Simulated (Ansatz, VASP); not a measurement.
One calculation of Al2O, two programs

The input INCAR:

```
PREC     = Accurate       # precision mode
ENCUT    = 600            # plane-wave cutoff, eV
EDIFF    = 1E-7           # SCF threshold, eV
ISMEAR   = 0              # smearing method
SIGMA    = 0.1            # smearing width, eV
LREAL    = F              # projectors in reciprocal space
LASPH    = T              # aspherical terms in the spheres
NELM     = 100            # most SCF steps
ALGO     = Normal         # electronic algorithm
ISIF     = 3              # what is computed and relaxed
LWAVE    = F              # write WAVECAR
LCHARG   = F              # write CHGCAR
GGA      = PE             # functional
IBRION   = 2              # ionic algorithm
NSW      = 100            # ionic steps
EDIFFG   = -0.01          # ionic threshold
```

File KPOINTS:

```
Automatic mesh
0
Gamma
  12 12 4
```

POSCAR

```
Al2O
1.0
    3.4122220129      0.0000000000      0.0000000000
    0.0000000000      3.4122220129      0.0000000000
    0.0000000000      0.0000000000      9.3260798448
Al O
4 2
Direct
    0.0000000000      0.0000000000      0.2500000000
    0.0000000000      0.0000000000      0.7500000000
    0.0000000000      0.5000000000      0.5000000000
    0.5000000000      0.0000000000      0.0000000000
    0.5000000000      0.5000000000      0.0000000000
    0.5000000000      0.5000000000      0.5000000000
```

Input for Ansatz:

```yaml
crystal:
  lattice:
    - [3.4122220129, 0.0, 0.0]
    - [0.0, 3.4122220129, 0.0]
    - [0.0, 0.0, 9.3260798448]
  atoms:
    - { symbol: Al, position: [0.0, 0.0, 0.25] }
    - { symbol: Al, position: [0.0, 0.0, 0.75] }
    - { symbol: Al, position: [0.0, 0.5, 0.5] }
    - { symbol: Al, position: [0.5, 0.0, 0.0] }
    - { symbol: O, position: [0.5, 0.5, 0.0] }
    - { symbol: O, position: [0.5, 0.5, 0.5] }
basis:
  ecutwfc: 420
kpoints:
  mp_grid: { grid: [12, 12, 4] }
hamiltonian:
  xc: pbe
scf:
  occupations: { method: gaussian, width: 0.1 }
output:
  forces: true
  stress: true
  eigenvalues: true
  write_density: true
  write_potential: true
  elf: true
  volumetric_format: npy
relax:
  adjacent_minimum: "off"
  f_tol: 0.01
  max_steps: 80
  cell: { stress_tol: 0.05 }
```

Alike in both runs: task relaxation of cell and atoms; functional PBE; k mesh 12 × 12 × 4; occupations gaussian, width 0.1 eV; no spin polarisation.

|  | VASP | Ansatz |
| --- | --- | --- |
| version | VASP 6.6.1 | Ansatz 0.2.0 |
| potentials or method | VASP PAW PBE potentials, release 64 (Al, O) | scalar-relativistic, plane waves, PAW |
| plane-wave cutoff (eV) | 600 | 420 |
| valence electrons in the cell | 24 | 24 |

|  | VASP | Ansatz | Ansatz less VASP |
| --- | --- | --- | --- |
| gap on the k mesh at the Fermi level, each at its own relaxed structure (eV) | none | none | - |
| relaxed volume (Å³/atom) | 17.98 | 18.01 | +0.033 |
| relaxed cell length with the largest relative difference (Å) | 9.185 | 9.227 | +0.0414 |

A gap of «none» marks a metal or a gap that the smearing closes.
